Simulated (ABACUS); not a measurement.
# SnTe under changes of volume

One of the cells (31.281 Å³/atom); the others are scaled copies at fixed shape and fractional positions:

```
Te Sn
1.0
     0.00000    3.15085    3.15085
     3.15085    0.00000    3.15085
     3.15085    3.15085    0.00000
Te Sn
1 1
Direct
  0.50000 0.50000 0.50000
  0.00000 0.00000 0.00000
```

```yaml
Program: ABACUS 3.10.1
Functional: AM05
Potentials_or_basis: GBRV ultrasoft 1.5 PBEsol
Cutoff: 544 eV
Density_cutoff: 4354 eV
Basis: plane waves
k_mesh: 6 × 6 × 6
Occupations: fermi-dirac, width 0.05 eV
Spin: no spin polarisation
```

```tsv
volume (Å³/atom)	energy over the lowest point (meV/atom)	pressure (GPa)	gap on the mesh (eV)
29.404	15.26	3.0	0.30
30.030	5.88	1.8	0.30
30.656	0.96	0.7	0.23
31.281	0.00	-0.2	0.16
31.907	2.49	-1.1	0.09
32.532	7.98	-1.8	0.03
33.158	?	?	?
```

Q: What does the run at 33.158 Å³/atom give?

A: Energy over the lowest point 16.11 meV/atom; pressure -2.4 GPa; gap on the mesh 0.02 eV.

Worked out: A Birch-Murnaghan fit of order 3 (a polynomial in V^(-2/3)) to the other rows has its minimum at 31.13 Å³/atom with B0 = V·E''(V) = 45 GPa and B' = 5.5. It gives 16.14 meV/atom at 33.158 Å³/atom, against the run's 16.11, and -dE/dV = -2.4 GPa, against -2.4.

Energies are extrapolated to zero smearing.

Caveats: the potentials were made for another functional, which shifts forces and pressure; spin-orbit coupling is left out, which moves the levels of the heavy elements.

A mesh can miss the band edges.
